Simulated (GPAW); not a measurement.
The system is AgBr.

```
Ag Br
1.0
     0.00000    2.87015    2.87015
     2.87015    0.00000    2.87015
     2.87015    2.87015    0.00000
Ag Br
1 1
Direct
  0.00000 0.00000 0.00000
  0.50000 0.50000 0.50000
```

```yaml
Program: GPAW 26.7.0
Task: relaxation of cell and atoms
Functional: BLYP
Potentials_or_basis: PAW data sets generated in the run's folder for this functional
Cutoff: 600 eV
Basis: pw
k_mesh: 8 × 8 × 8
Occupations: fermi-dirac, width 0.05 eV
Spin: no spin polarisation
```

At the start: pressure 6.3 GPa; volume 23.64 Å³/atom.

**Question.** How do energy, volume and symmetry change on relaxing?

**Answer.** Over 4 steps the energy falls by 61.2 meV/atom and the volume is 27.09 Å³/atom (+14.6 %); space group Fm-3m (No. 225, to 0.05 Å).

The path:
```
step  energy change (eV)  largest force (eV/Å)  pressure (GPa)  volume (Å³)
   1              0.0000                0.0000            6.32        47.29
   2             -0.0343                0.0000            5.14        48.24
   3             -0.1194                0.0000            0.75        53.17
   4             -0.1223                0.0000            0.13        54.18
```

Final structure:
```yaml
crystal:
  lattice:
    - [0.00000, 3.00328, 3.00328]
    - [3.00328, 0.00000, 3.00328]
    - [3.00328, 3.00328, 0.00000]
  atoms:
    - { symbol: Ag, position: [0.00000, 0.00000, 0.00000] }
    - { symbol: Br, position: [0.50000, 0.50000, 0.50000] }
```

Caveat: later steps reuse the first step's grids; the volume moved by +15 % from the deposited cell, more than functionals usually miss.
